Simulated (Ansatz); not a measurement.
Runs of Ansatz 0.2.0 on PbS. It takes space group Pm-3m (No. 221, cubic). Conventional cell: a = 3.654 Å, b = 3.654 Å, c = 3.654 Å, α = 90.00°, β = 90.00°, γ = 90.00°. Pb (site symmetry m-3m) has 8 S at 3.16 Å as nearest neighbours. S (site symmetry m-3m) has 8 Pb at 3.16 Å as nearest neighbours. Measurements of this composition are mostly on another form, of space group No. 225.

```tsv
task	level	spin	cell	k mesh	points for each segment of the path	gap on the mesh (eV)	pressure (GPa)	relaxed volume (Å³/atom)
relaxation of cell and atoms	PBEsol	off	relaxed	7 × 7 × 7	-	none	0.0	22.81
band structure	PBEsol	off	as given	7 × 7 × 7	14	none	(a)	-
band structure	LDA	SOC, no magnetisation	as given	5 × 5 × 5	14	none	-5.9	-
relaxation of cell and atoms	LDA	off	relaxed	7 × 7 × 7	-	none	0.0	22.18
```

Alike in all rows: potentials or basis Ansatz PAW; cutoff (eV) 420; smearing fermi-dirac 0.05 eV.

Q: Estimate the missing entries.

A: (a) -3.5.

Caveats: the PAW data sets come from PBE, with cores solved anew for the run's functional, which leaves a small shift of forces and pressure; the plane-wave basis is chosen anew once the cell has moved, so the energies of steps on either side of that aren't comparable (some runs); spin-orbit coupling is left out, which moves the levels of the heavy elements (some runs).

A k mesh can miss the band edges, and rows without SOC leave out spin-orbit coupling on Pb.

A gap of «none» marks a metal or a gap under the smearing width.
